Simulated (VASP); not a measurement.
# Be12H2S in VASP: notebook, part 3 of 3

VASP 6.6.1. Earlier steps stand in the parts before.

## Step 4: Single point, PBEsol

INCAR

```
ALGO = Normal
EDIFF = 1E-6
ENCUT = 520
GGA = PS
ISIF = 2
ISMEAR = 0
LASPH = T
LCHARG = F
LREAL = Auto
LWAVE = F
NBANDS = 29
NELM = 100
PREC = Accurate
SIGMA = 0.15
```

KPOINTS

```
k-points
0
Gamma
  4 4 1
```

POSCAR

```
Be12H2S
1.0
    4.5800000000      0.0000000000      0.0000000000
    2.2900000000      3.9663960000      0.0000000000
    0.0000000000      0.0000000000     15.5884300000
Be S H
12 1 2
Direct
    0.0000000000      0.0000000000      0.0641500780
    0.5000000000      0.0000000000      0.0641500780
    0.0000000000      0.5000000000      0.0641500780
    0.5000000000      0.5000000000      0.0641500780
   -0.1670965945      0.3333971192      0.1768795831
    0.3341285654      0.3324201618      0.1769582954
   -0.1675608374      0.8334435089      0.1770631167
    0.3339845959      0.8329168343      0.1786295990
   -0.0021197901      0.0006718946      0.2901782925
    0.5003991086      0.0005934859      0.2915369284
    0.0010406910      0.4990356485      0.2893494727
    0.5009218523      0.4974541120      0.2911255976
    0.5577298070      0.8205307791      0.4992391793
    0.6428865754      1.0192827443      0.4531510229
    0.2924626629      1.0912869013      0.5364542805
```

Potentials or basis: VASP PAW PBE potentials, release 64 (Be, S, H).

Run with:

```bash
$ cat potpaw_PBE.64/Be/POTCAR potpaw_PBE.64/S/POTCAR potpaw_PBE.64/H/POTCAR > POTCAR
$ mpirun -np 1 vasp_std > vasp.out
```

OUTCAR:

```text
EDIFF = 1E-6
   ENCUT = 520
   GGA = PS
   ISIF = 2
   ISMEAR = 0
   LASPH = T
   LREAL = Auto
   NELM = 100
   PREC = Accurate

 ion  position               nearest neighbor table
   1  0.000  0.000  0.064-   5 2.20   7 2.20   8 2.22   3 2.29   3 2.29   4 2.29   4 2.29   2 2.29
                             2 2.29
   2  0.500  0.000  0.064-   6 2.20   7 2.20   8 2.22   4 2.29   3 2.29   4 2.29   3 2.29   1 2.29
                             1 2.29
   3  0.000  0.500  0.064-   5 2.20   7 2.20   6 2.20   1 2.29   1 2.29   2 2.29   2 2.29   4 2.29
                             4 2.29
   4  0.500  0.500  0.064-   5 2.20   6 2.20   8 2.22   2 2.29   1 2.29   2 2.29   1 2.29   3 2.29
                             3 2.29
   5  0.833  0.333  0.177-  11 2.20   4 2.20   1 2.20   3 2.20   9 2.20  12 2.21   8 2.29   6 2.29
                             7 2.29   7 2.29   6 2.29   8 2.29
   6  0.334  0.332  0.177-  11 2.19   2 2.20   4 2.20   3 2.20  12 2.21  10 2.22   7 2.28   5 2.29
                             8 2.29   8 2.29   5 2.29   7 2.30
   7  0.832  0.833  0.177-  11 2.20   2 2.20   3 2.20   9 2.20   1 2.20  10 2.22   6 2.28   8 2.28
                             5 2.29   5 2.29   8 2.30   6 2.30
   8  0.334  0.833  0.179-   9 2.19  12 2.20  10 2.20   4 2.22   2 2.22   1 2.22   7 2.28   5 2.29
                             6 2.29   6 2.29   5 2.29   7 2.30
   9  0.998  0.001  0.290-   8 2.19   7 2.20   5 2.20  12 2.28  10 2.28  11 2.29  11 2.29  10 2.30
                            12 2.30
  10  0.500  0.001  0.292-   8 2.20   7 2.22   6 2.22  12 2.28   9 2.28  11 2.29  11 2.30   9 2.30
                            12 2.30
  11  0.001  0.499  0.289-   6 2.19   7 2.20   5 2.20  10 2.29  12 2.29   9 2.29   9 2.29  12 2.29
                            10 2.30
  12  0.501  0.497  0.291-   8 2.20   6 2.21   5 2.21   9 2.28  10 2.28  11 2.29  11 2.29  10 2.30
                             9 2.30
  13  0.558  0.821  0.499-  15 1.36  14 1.36
  14  0.643  0.019  0.453-  13 1.36
  15  0.292  0.091  0.536-  13 1.36

  LATTYP: Found a hexagonal cell.
 ALAT       =     4.5799996975
 C/A-ratio  =     3.4035875611

  Lattice vectors:

 A1 = (  -2.2900000000,  -3.9663960000,   0.0000000000)
 A2 = (   4.5800000000,   0.0000000000,   0.0000000000)
 A3 = (   0.0000000000,   0.0000000000,  15.5884300000)

Analysis of symmetry for initial positions (statically):
=====================================================================
 Subroutine PRICEL returns:
 Original cell was already a primitive cell.

 Routine SETGRP: Setting up the symmetry group for a
 hexagonal supercell.

 Subroutine GETGRP returns: Found  1 space group operations
 (whereof  1 operations were pure point group operations)
 out of a pool of 24 trial point group operations.

The static configuration has the point symmetry C_1 .

Analysis of symmetry for dynamics (positions and initial velocities):
=====================================================================
 Subroutine PRICEL returns:
 Original cell was already a primitive cell.

 Routine SETGRP: Setting up the symmetry group for a
 hexagonal supercell.

 Subroutine GETGRP returns: Found  1 space group operations
 (whereof  1 operations were pure point group operations)
 out of a pool of 24 trial point group operations.

The dynamic configuration has the point symmetry C_1 .

 Subroutine INISYM returns: Found  1 space group operations
 (whereof  1 operations are pure point group operations),
 and found     1 'primitive' translations
[... 98 lines left out ...]
   ISTART =      0    job   : 0-new  1-cont  2-samecut
   ICHARG =      2    charge: 1-file 2-atom 10-const
   ISPIN  =      1    spin polarized calculation?
   LNONCOLLINEAR =      F non collinear calculations
   LSORBIT =      F    spin-orbit coupling
   LASPH  =      T    aspherical Exc in radial PAW
   ENCUT  =  520.0 eV  38.22 Ry    6.18 a.u.   8.52  8.52 28.98*2*pi/ulx,y,z
   NELM   =    100;   NELMIN=  2; NELMDL= -5     # of ELM steps
   EDIFF  = 0.1E-05   stopping-criterion for ELM
   LREAL  =      T    real-space projection
   EDIFFG = 0.1E-04   stopping-criterion for IOM
   NSW    =      0    number of steps for IOM
   IBRION =     -1    ionic relax: 0-MD 1-quasi-New 2-CG
   NFREE  =      0    steps in history (QN), initial steepest desc. (CG)
   ISIF   =      2    stress and relaxation
   ISYM   =      2    0-nonsym 1-usesym 2-fastsym
   POTIM  = 0.5000    time-step for ionic-motion
   TEBEG  =    0.0;   TEEND  =   0.0 temperature during run
   PSTRESS=    0.0 pullay stress
   NELECT =      32.0000    total number of electrons
   NUPDOWN=      -1.0000    fix difference up-down
   EMIN   =  10.00;   EMAX   =-10.00  energy-range for DOS
   EFERMI =   0.00;   METHOD = LEGACY
   ISMEAR =     0;   SIGMA  =   0.15  broadening in eV -4-tet -1-fermi 0-gaus
   EFERMI_NEDOS =   21; number of points for ismear=-14 and -15
   IALGO  =     38    algorithm
   IMIX   =      4    mixing-type and parameters
     AMIX     =   0.40;   BMIX     =  1.00
     AMIX_MAG =   1.60;   BMIX_MAG =  1.00
  volume/ion in A,a.u.               =      18.88       127.40
  Fermi-wavevector in a.u.,A,eV,Ry     =   0.791474  1.495670  8.523120  0.626432
  Thomas-Fermi vector in A             =   1.897022
   LORBIT       =      0    0 simple, 1 ext, 2 COOP (PROOUT), +10 PAW based schemes
   GGA     = PS    functional components
   LHFCALC =     F    Hartree Fock is set to
   AEXX    =    0.0000 exact exchange contribution
   IVDW    =     0    specifies the selected vdW correction
   LEPSILON=     F    determine dielectric tensor
   LRPA    =     F    only Hartree local field effects (RPA)
 non-spin polarized calculation
 Gauss-broadening in eV      SIGMA  =   0.15
  energy-cutoff  :      520.00
  volume of cell :      283.18
 maximum number of plane-waves:      7731
 NGX is ok and might be reduce to    36
   NGX = 17   NGY = 17   NGZ = 57

 number of electron      32.0000000 magnetization

 Free energy of the ion-electron system (eV)
  ---------------------------------------------------
  ext. energy  EPLUGINS =         0.00000000
  ---------------------------------------------------
  free energy    TOTEN  =       -54.83823440 eV

  energy without entropy =      -54.79794123  energy(sigma->0) =      -54.81808781

 E-fermi :  -0.2622     XC(G=0):  -6.0271

 val. band max:       -0.3274075635   @ k =   0.5000   0.2500   0.0000
 cond. band min:      -0.1321913284   @ k =  -0.2500   0.2500   0.0000
 fundamental gap:      0.1952162351
 Fermi energy:        -0.2621782235

 k-point     1 :       0.0000    0.0000    0.0000
  band No.  band energies     occupation
      1     -14.3242      2.00000
      2      -9.7047      2.00000
      3      -7.4933      2.00000
      4      -6.5970      2.00000
      5      -4.5647      2.00000
      6      -3.7341      2.00000
[... 299 lines left out ...]
     27       5.5952      0.00000
     28       6.1044      0.00000
 [bands above 28 left out]

------------------------ aborting loop because EDIFF is reached ----------------------------------------

  FORCE on cell =-STRESS in cart. coord.  units (eV):
  Direction    XX          YY          ZZ          XY          YZ          ZX
  --------------------------------------------------------------------------------------
  -------------------------------------------------------------------------------------
  Total       -6.2753850     -6.3878605      0.1076959     -0.0022854      0.0614360      0.0450072
  in kB      -35.5047969    -36.1411591      0.6093206     -0.0129304      0.3475921      0.2546411
  external PRESSURE =     -23.6788785 kB  Pullay stress =       0.0000000 kB

 VOLUME and BASIS-vectors are now :
 -----------------------------------------------------------------------------
  energy-cutoff  :      520.00
  volume of cell :      283.18
      direct lattice vectors                 reciprocal lattice vectors
     4.580000000  0.000000000  0.000000000     0.218340611 -0.126059022  0.000000000
     2.290000000  3.966396000  0.000000000     0.000000000  0.252118044  0.000000000
     0.000000000  0.000000000 15.588430000     0.000000000  0.000000000  0.064150142

 POSITION                                       TOTAL-FORCE (eV/Angst)
 -----------------------------------------------------------------------------------
      0.00000      0.00000      1.00000         0.081848     -0.053386     -0.018353
      2.29000      0.00000      1.00000        -0.082734     -0.071343      0.036712
      1.14500      1.98320      1.00000        -0.020403      0.009407     -0.061253
      3.43500      1.98320      1.00000         0.015845      0.103121      0.000499
      4.57818      1.32239      2.75727         0.000299      0.000173     -0.004598
      2.29155      1.31851      2.75850         0.000937     -0.000891     -0.000415
      5.72116      3.30577      2.76014        -0.000455      0.001174     -0.000348
      3.43703      3.30368      2.78455         0.001180      0.000776      0.002944
      4.57183      0.00267      4.52342        -0.000440      0.000686      0.010826
      2.29319      0.00235      4.54460         0.000890      0.001104      0.014998
      1.14756      1.97937      4.51050         0.000977      0.000822      0.008947
      3.43339      1.97310      4.53819         0.000146     -0.001014      0.006802
      4.43342      3.25455      7.78235        -0.008390      0.061393      0.008769
      2.98858      0.07648      7.06391        -0.010376     -0.017036      0.011245
      1.54853      0.36208      8.36248         0.020677     -0.034987     -0.016774
 -----------------------------------------------------------------------------------
    total drift:                               -0.000808      0.000684      0.001134

  FREE ENERGIE OF THE ION-ELECTRON SYSTEM (eV)
  ---------------------------------------------------
  free  energy   TOTEN  =       -54.8382343953 eV

  energy  without entropy=      -54.7979412273  energy(sigma->0) =      -54.81808781
```

Wall time 2.3 min (1 thread of AMD EPYC 9R45 (Zen 5), shared host); peak memory 0.35 GiB.

What came out:

- Free energy: -54.8382 eV
- Largest force: 0.115 eV/Å
- Band gap on the k mesh: none (metal or under the smearing width)

Forces on the atoms (eV/Å):
```
Be   0.082 -0.053 -0.018
Be  -0.083 -0.071  0.037
Be  -0.020  0.009 -0.061
Be   0.016  0.103  0.000
Be   0.000  0.000 -0.005
Be   0.001 -0.001  0.000
Be   0.000  0.001  0.000
Be   0.001  0.001  0.003
Be   0.000  0.001  0.011
Be   0.001  0.001  0.015
Be   0.001  0.001  0.009
Be   0.000 -0.001  0.007
S   -0.008  0.061  0.009
H   -0.010 -0.017  0.011
H    0.021 -0.035 -0.017
```

Caveat: the k mesh is coarse (spacing up to 0.40 Å⁻¹), so the values aren't converged; the PAW data sets were made with another functional, which shifts forces and pressure a little.
